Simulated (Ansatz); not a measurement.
**Notes on MoSe$_{2}$**

```
CELL_PARAMETERS angstrom
1.64759 2.85370 0.00000
-1.64759 2.85370 0.00000
0.00000 0.00000 12.92813
ATOMIC_POSITIONS crystal
Se 0.33330 0.33340 0.62500
Se 0.66660 0.66670 0.12500
Se 0.33330 0.33340 0.87500
Se 0.66670 0.66670 0.37500
Mo 0.33330 0.33340 0.25000
Mo 0.66660 0.66670 0.75000
```

Level: PBE, no spin polarisation; 420 eV; 9×9×2 Γ-centred mesh; gaussian occupations (width 0.0338 eV); Ansatz 0.2.0, fixed geometry.

(1) Metal or insulator? Give the gap.

(2) Is it stable against the elements?

(3) Where is the largest force?

(4) What do density and ELF say about some of the short contacts?

Origin: a database entry at a rescaled volume.

## Answers

(1) The gap is 0.89 eV, indirect (the least direct gap found is 1.36 eV). A semilocal functional usually gives too small a gap.

(2) -0.65 eV an atom against the elements' usual phases (free molecules for gases, crystals otherwise, with no correction for O₂ or N₂), so it is bound against them; other compounds may still compete. Relaxing would lower it.

(3) The largest is on Se1 (and as large on other atoms): 0.99 eV/Å, components (0.00, 0.00, -0.99). It makes 130° with the line to a nearest neighbour, Mo6 at 2.50 Å.

(4) Se–Mo at 2.50 Å: least valence density 0.56 e/Å³ and ELF 0.49 there. Both are smooth PAW fields, read partly inside the augmentation spheres.
